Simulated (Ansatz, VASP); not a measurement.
# GaAs: VASP beside Ansatz

Wanted: the spread between two codes on one cell, functional and k mesh. The cell is taken from a series of VASP runs on this material, whose earlier steps may have relaxed, scaled or displaced it; both programs get it as it stands.

Main program and level: Ansatz 0.2.0; plane waves, with VASP 6.6.1 beside it; relaxation of cell and atoms at LDA.

## Step 1: Set-up

Symmetry: F-43m, No. 216, cubic system. Conventional cell: a = 5.609 Å, b = 5.609 Å, c = 5.609 Å, α = 90.00°, β = 90.00°, γ = 90.00°. Ga has 4 As at 2.43 Å nearest. Nearest to As lie 4 Ga at 2.43 Å. Farther neighbours are not listed.

Coordinates:

```cif
data_structure
_symmetry_space_group_name_H-M 'P 1'
_symmetry_Int_Tables_number 1
_cell_length_a 3.9662
_cell_length_b 3.9662
_cell_length_c 3.9662
_cell_angle_alpha 60.000
_cell_angle_beta 60.000
_cell_angle_gamma 60.000
_cell_volume 44.12
loop_
_atom_site_label
_atom_site_type_symbol
_atom_site_fract_x
_atom_site_fract_y
_atom_site_fract_z
_atom_site_occupancy
Ga1 Ga 0.00000 0.00000 0.00000 1
As2 As 0.25000 0.25000 0.25000 1
```

## Step 2: Ansatz: relaxation of cell and atoms, LDA

Ansatz runs on its default PAW (the set named soft_2) files.

The relaxed volume is the usual yardstick between codes: its relative difference is about their pressure difference at one cell divided by the bulk modulus.

input.yaml reads:

```yaml
crystal:
  lattice:
    - [0.0, 2.8045104128, 2.8045104128]
    - [2.8045104128, 0.0, 2.8045104128]
    - [2.8045104128, 2.8045104128, 0.0]
  atoms:
    - { symbol: Ga, position: [0.0, 0.0, 0.0] }
    - { symbol: As, position: [0.25, 0.25, 0.25] }
hamiltonian:
  xc: lda
  pseudopotentials: { kind: paw }
kpoints:
  mp_grid: { grid: [9, 9, 9] }
scf:
  occupations: { method: gaussian, width: 0.02 }
relax:
  f_tol: 0.01
  max_steps: 60
  cell: { stress_tol: 0.05 }
output:
  forces: true
  stress: true
```

Started as:

```bash
$ ansatz run input.yaml --threads 4 --pin off --max-ram 9216MiB --backend cpu --events-out ev --progress --plain --runs-dir out
```

Numbers of over 12 decimals in the logs are rounded to 6 here.

Output:

```text
Engine: ansatz 0.2.0, aarch64-unknown-linux-gnu
Pseudopotentials: kind: paw
Pseudopotential: Ga, paw, valence charge 13, recommended cutoff 420 eV (normal), Ga.paw.azcp
Pseudopotential: As, paw, valence charge 15, recommended cutoff 420 eV (normal), As.paw.azcp
Functional definition: SPW92
  exchange = slater_x
  correlation = pw_c
Crystal: 2 atoms, lattice volume = 44.117 Å³
Basis set: ecut = 420 eV, 869 PW (Γ)
Bands: 18, of which v1, the nominal top of the filled ones, is band 14 counted from 1 (13 counted from 0)
Symmetry: 24 space group operations
Space group: F-43m (ITA 216), of the structure as read, at distance tolerance 3.5e-5 Å
k-points: 35 of 729 (time reversal used)
Non-local potential: Ga, projectors of the file, l = 0: 2, l = 1: 2, l = 2: 3, l = 3: 1
Non-local potential: As, projectors of the file, l = 0: 2, l = 1: 2, l = 2: 3, l = 3: 1
PAW form: soft (Blöchl's): semilocal exchange-correlation on the pseudo side does not see the compensation charge
PAW frozen core: Ga, regenerated for the run's functional, and the local potential with it (the file was generated under x = pbe(κ = 0.804, μ = 0.219515), c = pbe(β = 0.066725))
PAW frozen core: As, regenerated for the run's functional, and the local potential with it (the file was generated under x = pbe(κ = 0.804, μ = 0.219515), c = pbe(β = 0.066725))
PAW one-centre angular grid: Ga, 590 points (default); XC on 64 Gauss nodes
PAW one-centre angular grid: As, 590 points (default); XC on 64 Gauss nodes
Initial density: superposition of atomic densities (neutral atoms: chi_scale 0, normalization atom), corrected by the library's trained network
Initial wavefunctions: pseudopotential atomic-orbital guess
Functional: x = slater, c = lda
SCF iter   1: F=—  HF=-8481.298007 eV  |F-HF|=—  |Δ(HF+E_count)|=         —  Δρ=5.14e-3  dr2=7.49e-3  ethr=1.77e-3  ⟨swp⟩=5.9  Hψ=2976  notcnv=0
preconditioner: auto → none  [insulator: Δε(μ)=0.436 eV  Ē_g=15.581 eV  σ=0.020 eV  W_gap=1.00  n_scr=14 (ndim 8)  ℏωp=23.7 eV  f_vac=0.080  D(μ)=0.00/eV (n_scr^D=0)  ε∞_Penn≈3.3]
SCF iter   2: F=—  HF=-8481.295216 eV  |F-HF|=—  |Δ(HF+E_count)|=   2.79e-3  Δρ=2.52e-3  dr2=1.04e-3  ethr=2.67e-5  ⟨swp⟩=2.4  Hψ=1308  notcnv=0
SCF iter   3: F=—  HF=-8481.295155 eV  |F-HF|=—  |Δ(HF+E_count)|=   6.14e-5  Δρ=6.91e-4  dr2=1.82e-4  ethr=3.72e-6  ⟨swp⟩=2.0  Hψ=1079  notcnv=0
SCF iter   4: F=—  HF=-8481.295079 eV  |F-HF|=—  |Δ(HF+E_count)|=   7.57e-5  Δρ=2.62e-4  dr2=1.33e-5  ethr=6.48e-7  ⟨swp⟩=2.0  Hψ=945  notcnv=0
SCF iter   5: F=—  HF=-8481.295071 eV  |F-HF|=—  |Δ(HF+E_count)|=   8.30e-6  Δρ=1.49e-5  dr2=1.04e-7  ethr=4.73e-8  ⟨swp⟩=2.0  Hψ=831  notcnv=0
SCF iter   6: F=-8481.295071 eV  HF=-8481.295071 eV  |F-HF|=2.61e-9  |Δ(HF+E_count)|=   2.06e-9  Δρ=4.12e-6  dr2=3.83e-9  ethr=3.57e-10  ⟨swp⟩=4.0  Hψ=2135  notcnv=0
SCF 1 converged in 6 iterations: F = -8481.295071 eV  dr2 = 3.83e-9
  greatest PAW one-centre occupation: 0.999 electrons in one spin orbital (limit 2), on the As atom at site 1 (counted from 0), in its partial waves of l = 2
relax step   1: F+E_penalty+E_count = -8481.29507050 eV  Δ(F+E_penalty+E_count) = +0.000e0 eV  max|allowed force component| = 1.029e-16 eV/Å  Δτ_max = 0.0000 Å  P = -0.246 GPa  Ω = 44.117 Å³  (6 SCF iters, dr2 threshold 1.00e-7 eV, accepted)
[...]
relax step   2: F+E_penalty+E_count = -8481.29520156 eV  Δ(F+E_penalty+E_count) = -1.311e-4 eV  max|allowed force component| = 2.360e-17 eV/Å  Δτ_max = 0.0000 Å  P = -0.049 GPa  Ω = 43.999 Å³  energy of the carried Pulay correction = +2.238e-5 eV  (3 SCF iters, dr2 threshold 1.52e-7 eV, accepted)
[...]
relax step   3: F+E_penalty+E_count = -8481.29517880 eV  Δ(F+E_penalty+E_count) = +2.276e-5 eV  max|allowed force component| = 3.845e-17 eV/Å  Δτ_max = 0.0000 Å  P = -0.049 GPa  Ω = 43.999 Å³  stress off target by 4.86e-2 GPa  SCF on the basis re-selected at this cell (its energy is not comparable with the rows above)  (5 SCF iters)
basis re-selected at this cell: Δ(F+E_penalty+E_count) = +2.276e-5 eV, ΔP = +0.000 GPa vs the last step (what re-selecting the basis moved, of the pressure what is left beyond the Pulay correction that the steps carried, after the strain that the cell walked since its last selection, with what the two solves' SCF thresholds leave and, on support functions, any second-order correction that the steps lacked; it is no m [...]
SCF converged after 5 iterations
Free energy (F): -8481.295179 eV
Harris-Foulkes:  -8481.295179 eV  (|F-HF|=1.82e-12)
Internal energy: -8481.295179 eV  (E = F + TS)
E sigma→0 (E₀):  -8481.295179 eV
Fermi energy:    8.476388 eV
--- Per-component energies (eV) ---
  E_band       = -315.123887
  E_kinetic    = 220.933913
  E_local      = -3888.284601  (includes V_loc(G=0)·N_el)
  E_nonlocal   = -238.573391
  E_hartree    = 1958.456722
  E_xc         = -148.315422
  E_vxc        = -138.899452  (∫ρ·V_xc dr)
  E_paw        = -3666.661972  (= ΣΔE_a)
  E_vpaw       = -187.213643  (= ΣTr[D̂ρ^β])
  E_aug_tail   = -0.000106  (compensation charges beyond the density's cutoff)
  E_ewald      = -2722.654030
  E_core_change = 3.803710  (= ΣΔE_core)
  E_smearing   = -0.000000  (= −TS)
  E_closure    = -0.000000  (closes the sum)
  Σ components = -8481.295179   (vs F -8481.295179, Δ=0.00e0)
--- Forces (eV/Å), atoms counted from 1 ---
  atom   1  Ga     0.00000000    -0.00000000    -0.00000000
  atom   2  As    -0.00000000    -0.00000000     0.00000000
  max |Σ_I F_I| component: 7.57e-17 eV/Å
--- Stress (GPa, compression-positive) ---
       -0.048587       0.000000       0.000000
        0.000000      -0.048587       0.000000
        0.000000       0.000000      -0.048587
  P = ⅓ Tr σ = -0.0486 GPa (-0.486 kbar)
--- Relaxed structure (2 steps of the walk, 2 accepted, 1 SCFs on fresh bases) ---
  F+E_penalty+E_count = -8481.29517880 eV   max|allowed force component| = 3.845e-17 eV/Å   (the final SCF, on the basis selected at the relaxed cell)
  cell:  # Å, volume = 43.9985 Å³
    - [0, 2.802008, 2.802008]
    - [2.802008, 0, 2.802008]
    - [2.802008, 2.802008, 0]
  atoms:
    - { symbol: Ga, position: [0, 0, 0] }
    - { symbol: As, position: [0.25, 0.25, 0.25] }
```

Wall time 2.3 s (4 threads of Arm Neoverse V1, shared host); peak memory 0.38 GiB.

## Step 3: VASP: relaxation of cell and atoms, LDA

The same cell, functional (in two slightly different forms), mesh and smearing now go to VASP, with its own data sets and cutoff.

Lines of VASP's logs that name or quote its potential files are left out, and so is its time.

INCAR reads:

```
SYSTEM = GaAs
PREC = Accurate
ENCUT = 450
EDIFF = 1E-07
NELM = 120
ISMEAR = 0
SIGMA = 0.02
LREAL = .FALSE.
ALGO = Normal
GGA = CA
NBANDS = 15
LORBIT = 11
LWAVE = .FALSE.
LCHARG = .FALSE.
KPAR = 8
IBRION = 2
NSW = 40
ISIF = 3
EDIFFG = -0.005
POTIM = 0.4
```

POSCAR reads:

```
GaAs
1.0
    0.0000000000      2.8045104128      2.8045104128
    2.8045104128      0.0000000000      2.8045104128
    2.8045104128      2.8045104128      0.0000000000
Ga As
1 1
Direct
    0.0000000000      0.0000000000      0.0000000000
    0.2500000000      0.2500000000      0.2500000000
```

KPOINTS reads:

```
Automatic mesh
0
Gamma
9 9 9
0 0 0
```

The projector-augmented-wave data sets are Ga_d and As (LDA family, release 64).

Started as:

```bash
$ mpirun -np 8 vasp_std
```

Output:

```text
[banner, memory and clock lines left out]
running    8 mpi-ranks, on    1 nodes
 distrk:  each k-point on    1 cores,    8 groups
 distr:  one band on    1 cores,    1 groups

 POSCAR found type information on POSCAR GaAs
 POSCAR found :  2 types and       2 ions
|                                                                             |
|           W    W    AA    RRRRR   N    N  II  N    N   GGGG   !!!           |
|           W    W   A  A   R    R  NN   N  II  NN   N  G    G  !!!           |
|           W    W  A    A  R    R  N N  N  II  N N  N  G       !!!           |
|           W WW W  AAAAAA  RRRRR   N  N N  II  N  N N  G  GGG   !            |
|           WW  WW  A    A  R   R   N   NN  II  N   NN  G    G                |
|           W    W  A    A  R    R  N    N  II  N    N   GGGG   !!!           |
|                                                                             |
|     For optimal performance we recommend to set                             |
|       NCORE = 2 up to number-of-cores-per-socket                            |
|     NCORE specifies how many cores store one orbital (NPAR=cpu/NCORE).      |
|     This setting can greatly improve the performance of VASP for DFT.       |
|     The default, NCORE=1 might be grossly inefficient on modern             |
|     multi-core architectures or massively parallel machines. Do your        |
|     Unfortunately you need to use the default for GW and RPA                |
|     calculations (for HF NCORE is supported but not extensively tested      |
|     yet).                                                                   |
|                                                                             |

 LDA part: xc-table for (Slater(with rela. corr.)+CA(PZ))
 , standard interpolation
 POSCAR, INCAR and KPOINTS ok, starting setup
 FFT: planning ... GRIDC
 FFT: planning ... GRID_SOFT
 FFT: planning ... GRID
 WAVECAR not read
 entering main loop
       N       E                     dE             d eps       ncg     rms          rms(c)
DAV:   1     0.761070724931E+02    0.76107E+02   -0.84383E+03  1082   0.154E+03
DAV:   2    -0.376930620996E+01   -0.79876E+02   -0.76840E+02  1190   0.295E+02
DAV:   3    -0.977836291855E+01   -0.60091E+01   -0.59869E+01  1260   0.662E+01
DAV:   4    -0.987247978716E+01   -0.94117E-01   -0.94097E-01  1279   0.920E+00
DAV:   5    -0.987379222376E+01   -0.13124E-02   -0.13124E-02  1316   0.977E-01    0.307E+00
DAV:   6    -0.968515482283E+01    0.18864E+00   -0.23080E-01  1582   0.882E+00    0.180E+00
DAV:   7    -0.964263504888E+01    0.42520E-01   -0.67031E-02  1488   0.201E+00    0.525E-01
DAV:   8    -0.963944012307E+01    0.31949E-02   -0.90671E-03  1281   0.110E+00    0.109E-01
DAV:   9    -0.963941048868E+01    0.29634E-04   -0.71543E-04  1296   0.337E-01    0.420E-02
DAV:  10    -0.963941546678E+01   -0.49781E-05   -0.41020E-05  1629   0.691E-02    0.221E-02
DAV:  11    -0.963942028533E+01   -0.48186E-05   -0.65580E-06  1218   0.396E-02    0.241E-03
DAV:  12    -0.963942017734E+01    0.10799E-06   -0.45002E-07  1295   0.954E-03    0.191E-03
DAV:  13    -0.963942017815E+01   -0.80763E-09   -0.67322E-08   875   0.215E-03
   1 F= -.96394202E+01 E0= -.96394202E+01  d E =-.963942E+01
 curvature:   0.00 expect dE= 0.000E+00 dE for cont linesearch  0.000E+00
 trial: gam= 0.00000 g(F)=  0.174E-46 g(S)=  0.213E-06 ort = 0.000E+00 (trialstep = 0.100E+01)
 search vector abs. value=  0.213E-06
 reached required accuracy - stopping structural energy minimisation
```

OUTCAR, selected parts (step 3):

```text
ion  position               nearest neighbor table
   1  0.000  0.000  0.000-   2 2.43   2 2.43   2 2.43   2 2.43
   2  0.250  0.250  0.250-   1 2.43   1 2.43   1 2.43   1 2.43

  LATTYP: Found a face centered cubic cell.
 ALAT       =     5.6090208256

 Subroutine GETGRP returns: Found 24 space group operations
 (whereof 24 operations were pure point group operations)

The static configuration has the point symmetry T_d .

 Found     35 irreducible k-points:

   k-points           NKPTS =     35   k-points in BZ     NKDIM =     35   number of bands    NBANDS=     15

   dimension x,y,z NGX =    28 NGY =   28 NGZ =   28
   dimension x,y,z NGXF=    56 NGYF=   56 NGZF=   56

   ENCUT  =  450.0 eV  33.07 Ry    5.75 a.u.   6.86  6.86  6.86*2*pi/ulx,y,z

   NELECT =      18.0000    total number of electrons

 k-points in reciprocal lattice and weights: Automatic mesh
   0.00000000  0.00000000  0.00000000       0.001
   0.11111111  0.00000000  0.00000000       0.011
   0.22222222  0.00000000  0.00000000       0.011
   0.33333333  0.00000000  0.00000000       0.011
   0.44444444  0.00000000  0.00000000       0.011
   0.11111111  0.11111111  0.00000000       0.008
   0.22222222  0.11111111  0.00000000       0.033
   0.33333333  0.11111111  0.00000000       0.033
   0.44444444  0.11111111  0.00000000       0.033
[...]
-0.33333333  0.44444444  0.11111111       0.033
  -0.33333333  0.44444444  0.22222222       0.033

 average (electrostatic) potential at core
       1 -67.3245       2 -53.5778

 E-fermi :   4.1426

 k-point     1 :       0.0000    0.0000    0.0000
  band No.  band energies     occupation
    ...
      5     -10.8590      2.00000
      6      -8.9065      2.00000
      7       4.0311      2.00000
      8       4.0311      2.00000
      9       4.0311      2.00000
     10       4.5429      0.00000
     11       7.7104      0.00000
     12       7.7104      0.00000
     13       7.7104      0.00000
     14      11.4511      0.00000
    ...

 k-point     2 :       0.1111    0.0000    0.0000
  band No.  band energies     occupation
    ...
      5     -10.8591      2.00000
      6      -8.7569      2.00000
      7       2.2777      2.00000
      8       3.8298      2.00000
      9       3.8298      2.00000
     10       5.5623      0.00000
     11       8.0041      0.00000
     12       8.0041      0.00000
     13       8.0545      0.00000
     14      12.2584      0.00000
    ...

 k-point     3 :       0.2222    0.0000    0.0000
  band No.  band energies     occupation
    ...
      5     -10.8589      2.00000
      6      -8.3317      2.00000
      7       0.2635      2.00000
      8       3.4250      2.00000
      9       3.4250      2.00000
     10       5.5130      0.00000
     11       8.5116      0.00000
     12       8.5116      0.00000
     13       9.5192      0.00000
     14      12.9384      0.00000
    ...

  Total       -0.0019191     -0.0019191     -0.0019191     -0.0000000     -0.0000000      0.0000000
  in kB       -0.0696965     -0.0696965     -0.0696965     -0.0000000     -0.0000000      0.0000000
  external PRESSURE =      -0.0696965 kB  Pullay stress =       0.0000000 kB

  energy-cutoff  :      450.00
  volume of cell :       44.12
      direct lattice vectors                 reciprocal lattice vectors
     0.000000000  2.804510413  2.804510413    -0.178284237  0.178284237  0.178284237
     2.804510413  0.000000000  2.804510413     0.178284237 -0.178284237  0.178284237
     2.804510413  2.804510413  0.000000000     0.178284237  0.178284237 -0.178284237

 POSITION                                       TOTAL-FORCE (eV/Angst)
 -----------------------------------------------------------------------------------
      0.00000      0.00000      0.00000        -0.000000      0.000000      0.000000
      1.40226      1.40226      1.40226         0.000000     -0.000000     -0.000000
 -----------------------------------------------------------------------------------
    total drift:                                0.000001      0.000001      0.000001

  FREE ENERGIE OF THE ION-ELECTRON SYSTEM (eV)
  ---------------------------------------------------
  free  energy   TOTEN  =        -9.6394201781 eV

  energy  without entropy=       -9.6394201781  energy(sigma->0) =       -9.63942018

 reached required accuracy - stopping structural energy minimisation

 total charge
# of ion       s       p       d       tot
------------------------------------------
    1        0.894   0.830   9.998  11.722
    2        1.216   1.611   0.033   2.860
--------------------------------------------------
tot          2.110   2.441  10.031  14.582

[... 3 further parts left out ...]
```

CONTCAR:

```
GaAs
   1.00000000000000
     0.0000000000000000    2.8045104128000000    2.8045104128000000
     2.8045104128000000    0.0000000000000000    2.8045104128000000
     2.8045104128000000    2.8045104128000000    0.0000000000000000
  Ga              As
     1     1
Direct
     0.0000000000000000    0.0000000000000000    0.0000000000000000
     0.2500000000000000    0.2500000000000000    0.2500000000000000
```

## Step 4: Differences

Known differences besides the potentials themselves: the two LDA forms differ slightly; both relaxations stop at a tolerance, which leaves soft axes loose, and VASP keeps its plane-wave basis; the data sets hold 28 valence electrons in Ansatz (default PAW (the set named soft_2) files) and 18 in VASP; the cutoff is 420 eV in Ansatz and 450 eV in VASP; VASP's log shows a relativistic correction to its local exchange, Ansatz's none; Ansatz adds a Pulay correction to the stress that steers its cell, VASP none. Total energies have different zeros and are not compared.

The two programs side by side:

```csv
quantity,Ansatz,VASP,difference
volume (Å³),44.00,44.12,-0.27 %
"edge a after relaxation, in the typed setting (Å)",3.963,3.966,-0.09 %
```

The walks stopped with -0.05 GPa left in Ansatz and -0.01 GPa in VASP; each walk ends within a tolerance, so the volume difference is uncertain by about these residues over the bulk modulus, most in soft cells.

## Step 5: What came out

| Item | Value |
| --- | --- |
| difference in volume (relaxation of cell and atoms, LDA) | -0.27 % |

What this shows: The difference in volume is -0.27 % (relaxation of cell and atoms, LDA), within the 1.2 % picked in this series as the mark of a large difference, as far as the stopping tolerances let one tell. Such differences can come from data sets, numerical settings and the points named under the comparisons, not from the functional's error against experiment.

[Lines on the potential files, build, host, timing and source positions are cut from VASP's logs without a mark.]

[Logs are printed without paths, hosts, clocks, repeated set-up lines and the standing remarks that a program may print on its own settings, such as how far it seeks lower states.]

[Hosts, paths, dates, database ids (printed as entryN), source tags and the programs' standing remarks are cut or masked in the printed files.]
